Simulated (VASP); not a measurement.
Input of a VASP 6.6.1 run:

INCAR

```
ALGO = Fast
EDIFF = 1E-7
EDIFFG = -0.002
ENCUT = 700
GGA = PS
IBRION = 2
ISIF = 3
ISMEAR = 0
LASPH = T
LCHARG = F
LREAL = F
LWAVE = F
NELM = 60
NSW = 80
PREC = Accurate
PSTRESS = 1250.0
SIGMA = 0.1
```

File KPOINTS:

```
k-points
0
Gamma
  21 21 21
```

POSCAR

```
Se
1.0
    1.9250000000      1.1113992700      0.8816666700
   -1.9250000000      1.1113992700      0.8816666700
    0.0000000000     -2.2227985400      0.8816666700
Se
1
Direct
    0.0000000000      0.0000000000      0.0000000000
```

Potentials or basis: VASP PAW PBE potentials, release 64 (Se).

The run is started by

```console
$ cat potpaw_PBE.64/Se/POTCAR > POTCAR
$ mpirun -np 1 vasp_std > vasp.out
```

Task: What does it give for the space group after relaxing (to 0.05 Å)?

Result: R-3m (No. 166).

Task: Predict the relaxed volume.

Result: 11.87 Å³/atom.

The path:
```
step  energy change (eV)  largest force (eV/Å)  pressure (GPa)  volume (Å³)
   1              0.0000                0.0000          152.36        11.32
   2             -1.8821                0.0000           42.53        14.79
   3             -0.5279                0.0000          122.06        11.94
   4             -0.4786                0.0000          124.88        11.87
   5             -0.4698                0.0000          125.38        11.86
   6             -0.4706                0.0000          125.36        11.86
   7             -0.4728                0.0000          125.28        11.87
   8             -0.4767                0.0000          125.06        11.87
   9             -0.4778                0.0000          124.99        11.87
  10             -0.4778                0.0000          125.00        11.87
  11             -0.4779                0.0000          124.99        11.87
  12             -0.4780                0.0000          125.00        11.87
  13             -0.4783                0.0000          125.00        11.87
  14             -0.4789                0.0000          125.01        11.87
```

Caveat: the cell is relaxed towards a set pressure, so the enthalpy falls and the energy may rise; the PAW data sets were made with another functional, which shifts forces and pressure a little. Zero-point motion and thermal expansion aren't in these numbers.
